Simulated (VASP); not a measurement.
The system is BN (Qingsongite).

```
B N
1.0
     0.00000    1.80750    1.80750
     1.80750    0.00000    1.80750
     1.80750    1.80750    0.00000
B N
1 1
Cartesian
  0.0000 0.0000 0.0000
  0.9038 0.9038 0.9038
```

Base run:

| Property | Result |
| --- | --- |
| Program | VASP 6.6.1 |
| Functional | PBEsol |
| Potentials or basis | VASP PAW PBE potentials, release 64 (B, N) |
| Cutoff | 520 eV |
| k mesh | 8 × 8 × 8 |
| Occupations | gaussian, width 0.03 eV |
| Spin | no spin polarisation |

Its results: band gap on the k mesh 4.28 eV, indirect (least direct gap 8.76 eV); pressure -2.3 GPa.

The run is repeated on the same cell with these changes: functional from PBEsol to PBE; further incar settings from ALGO = Fast; EDIFF = 1e-06; NBANDS = 11 to ALGO = Normal; EDIFF = 1e-06. What comes out?

Band gap on the k mesh 4.46 eV, indirect (least direct gap 8.82 eV); pressure 3.3 GPa.

Caveats: the PAW data sets were made with another functional, which shifts forces and pressure a little (some runs).

A k mesh can miss the band edges.

Not every run made on this cell is shown here.
